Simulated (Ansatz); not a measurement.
# KF (Carobbiite): how the settings move a single-point run

Question: which choices in the input matter for KF (Carobbiite)?

Computed with Ansatz 0.2.0 (reference: DFT, PBEsol, PAW with Ansatz's default frozen-core files, scalar-relativistic, unless a step's input says otherwise).

1 further run of the same task is left out (it didn't finish).

### 1 Starting point

It takes space group I4mm (No. 107, tetragonal). The conventional cell has a = 3.779 Å, b = 3.779 Å, c = 5.344 Å, α = 90.00°, β = 90.00°, γ = 90.00°. K (site symmetry 4mm) is surrounded by 1 F at 2.19 Å. Around F (site symmetry 4mm) lie 1 K at 2.19 Å.

As a file:

```
K F
1.0
     0.00000    2.67185    2.67185
     2.67185    0.00000    2.67185
     2.67185    2.67185    0.00000
K F
1 1
Direct
  0.95500 0.95500 0.04500
  0.54500 0.54500 0.45500
```

### 2 The reference run

Input file input.yaml:

```yaml
crystal:
  lattice:
    - [0.0, 2.67185, 2.67185]
    - [2.67185, 0.0, 2.67185]
    - [2.67185, 2.67185, 0.0]
  atoms:
    - { symbol: K, position: [-0.045, -0.045, 0.045] }
    - { symbol: F, position: [0.545, 0.545, 0.455] }
kpoints:
  mp_grid: { grid: [8, 8, 8] }
scf:
  occupations: { method: fermi_dirac, width: 0.03 }
hamiltonian:
  xc: pbesol
  pseudopotentials: { kind: paw }
output:
  forces: true
  stress: true
  eigenvalues: true
  efg: { contact_densities: true }
  populations: true
```

Launch:

```bash
$ ansatz run input.yaml --threads 1 --pin off --max-ram 2048MiB --backend cpu --events-out ev --progress --plain --runs-dir out
```

### 3 Changing settings: scf.algorithm density_mixing, n_extra_bands 32

Changes to input.yaml since step 2:

```diff
@@ -12,2 +12,4 @@
   occupations: { method: fermi_dirac, width: 0.03 }
+  algorithm: density_mixing
+  n_extra_bands: 32
 hamiltonian:
```

Q: Predict the outcome of this session. Wanted: for each run, ending; energy change; pressure; gap; force.

**Answer**, as computed:

| run | ending | energy change | pressure (GPa) | gap (eV) | force (eV/Å) | cycles | time |
| --- | --- | --- | --- | --- | --- | --- | --- |
| reference | converged | 0 | 3.6 | 5.96 | 1.58 | 6 | 4.4 s |
| 1: scf.algorithm density_mixing, n_extra_bands 32 | converged | 0.0 meV/atom | 3.6 | 5.97 | 1.58 | 6 | 8.7 s |

Residual by cycle in the longest SCF loop of each run; runs are numbered as in the table. The quantity is the density residual dr2, in eV.

```csv
cycle,reference,run 1
1,0.0207,0.0179
2,0.00479,0.00236
3,1.6e-4,1.8e-4
4,9.2e-6,1.5e-5
5,4.1e-7,8.0e-7
6,4.7e-8,2.3e-8
```

**Reading.** Energy and cycle count are those of the reference, so the change (solver and band count) left the result and the number of cycles as they were. Cost: 8.7 s against 4.4 s.

The gaps are Kohn-Sham values of a semilocal functional, not quasiparticle or optical gaps. Such gaps usually fall short of the measured ones.
